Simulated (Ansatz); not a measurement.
Equation of state of Si under PBE

```
Si
1.0
     2.53211    0.00000    0.00000
     0.00000    2.53211    0.00000
     0.00000    0.00000    2.53211
Si
1
Direct
  0.50000 0.50000 0.50000
```

This isn't the form of Si at room conditions, which is diamond.

The cell was scaled at fixed shape and fractions and run with Ansatz, Ansatz PAW (earlier soft set), cutoff 420 eV; PBE, k mesh 10 × 10 × 10 on the cell of 1 atom, fermi-dirac occupations of 0.05 eV, no spin polarisation, no spin-orbit coupling. Energies are those that the program minimises, any entropy of the smearing included. For a metal such a mesh isn't converged to the digits shown.

```tsv
V (Å³/atom)	energy over the lowest row (meV/atom)
15.2607	22.929
15.5854	10.193
15.9101	2.730
16.2348	0.000
16.5595	?
16.8842	6.867
17.2089	15.641
```

Q: Fit the third-order Birch-Murnaghan form, give V0, B0 and B′, and predict the energy left open.

A: With y = (V0/V)^(2/3), E = E0 + (9 V0 B0/16) [(y - 1)³ B′ + (y - 1)² (6 - 4y)]. Least squares through the rows shown give V0 = 16.2754 Å³/atom, E0 = -0.032 meV, B0 = 103.7 GPa (1 eV/Å³ = 160.218 GPa) and B′ = 4.37, with a largest miss of 0.011 meV. At V = 16.5595 the form with these constants gives 1.524 meV; the run gave 1.522 meV an atom.
